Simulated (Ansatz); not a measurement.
Formulas on structure types

Theory: Ansatz, DFT r2SCAN, scalar-relativistic, plane waves, PAW. All cells share a 500 eV cutoff and Γ-centred k meshes spaced at most 0.3 Å⁻¹ (0.19 for metals, 2π included).

Each formula was placed on the sites of the named type and relaxed at zero pressure without lowering the symmetry. No run is spin-polarised. The smearing is 0.1 eV for metals and 0.01 to 0.02 eV otherwise. Formation energies are uncorrected and refer to the elements' standard structures at the same level.

The k mesh leaves about 4 meV/atom of noise in metals. No dispersion correction is applied, so the spacing between layers, chains or molecules is poorly fixed, and with it the volume and density (C P6_3/mmc, S I4/mmm). Spin–orbit coupling is left out.

```
formula started on type final group a or a / b (Å) c (Å) V (Å³/atom) E over elements (eV/atom) gap on mesh (eV)
      W              hcp P6_3/mmc            2.76   4.96         16.3                       0.57              0.00
      C         beta-tin Fd-3m            3.56   3.56          5.6                       0.11                 ?
      C              hcp P6_3/mmc            1.71   6.62          8.4                       4.18              0.00
      S    alpha-gallium I4/mmm            3.07   9.76         23.0                       0.19              0.00
      S     indium (bct) I4/mmm            2.35   7.35         20.3                       0.52              0.00
```

(1) gap on mesh (eV) of C on the beta-tin type?

## Answers

(1) 4.39